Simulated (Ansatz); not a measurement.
Rh:

```
CELL_PARAMETERS angstrom
2.69174 0.00000 0.00000
-1.34587 2.33112 0.00000
0.00000 0.00000 8.79807
ATOMIC_POSITIONS crystal
Rh 0.66667 0.33333 0.75000
Rh 0.00000 0.00000 0.50000
Rh 0.33333 0.66667 0.25000
Rh 0.00000 0.00000 0.00000
```

This isn't the form of Rh at room conditions, which is fcc.

Base run:

```yaml
Program: Ansatz 0.2.0
Functional: PBEsol
Potentials_or_basis: Ansatz PAW
Cutoff: 420 eV
Density_cutoff: 1680 eV
k_mesh: 11 × 11 × 3
Occupations: fermi-dirac, width 0.05 eV
Spin: no spin polarisation
```

Its results: band gap on the k mesh none (metal or under the smearing width); pressure -5.5 GPa.

Q: After a change of settings the same cell gave: band gap on the k mesh none (metal or under the smearing width); pressure -5.0 GPa. Which change was it?
A. functional from PBEsol to r2SCAN; cutoff from 420 eV to 500 eV; density cutoff from 1680 eV to 2000 eV; k mesh from 11 × 11 × 3 to 6 × 6 × 2
B. k mesh from 11 × 11 × 3 to 6 × 6 × 2
C. functional from PBEsol to LDA; k mesh from 11 × 11 × 3 to 6 × 6 × 2

A: B.

Caveats: some runs use coarse meshes; the PAW data sets come from PBE, with cores solved anew for the run's functional, which leaves a small shift of forces and pressure; the density of states is complete only up to the lowest level of the last band computed (some runs).

Not every run made on this cell is shown here.
